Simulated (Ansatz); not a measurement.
# Ti in Ansatz: the effect of functional

Crystal: Ti.

```
Ti
1.0
     2.95000    0.00000    0.00000
    -1.47500    2.55477    0.00000
     0.00000    0.00000    4.68000
Ti
2
Direct
  0.66667 0.33333 0.75000
  0.33333 0.66667 0.25000
```

Alike in all runs:

```yaml
Program: Ansatz 0.2.0
Task: band structure
Potentials_or_basis: Ansatz PAW
k_mesh: 6 × 6 × 3
Occupations: fermi-dirac, width 0.05 eV
Spin: no spin polarisation
```

```tsv
functional	cutoff	pressure (GPa)
LDA	420 eV (not typed: the program's choice for these potentials)	-9.3
PBEsol	420 eV (not typed: the program's choice for these potentials)	?
RPBE	420 eV (not typed: the program's choice for these potentials)	2.1
revPBE	420 eV (not typed: the program's choice for these potentials)	1.2
BLYP	420 eV (not typed: the program's choice for these potentials)	1.5
r2SCAN	500 eV (not typed: the program's choice for these potentials)	-1.7
```

Question: What does the run with functional PBEsol give?

Answer: Pressure -5.2 GPa.

Caveats: all runs use coarse meshes; the PAW data sets come from PBE, with cores solved anew for the run's functional, which leaves a small shift of forces and pressure.

Runs at the PBE level aren't shown here.
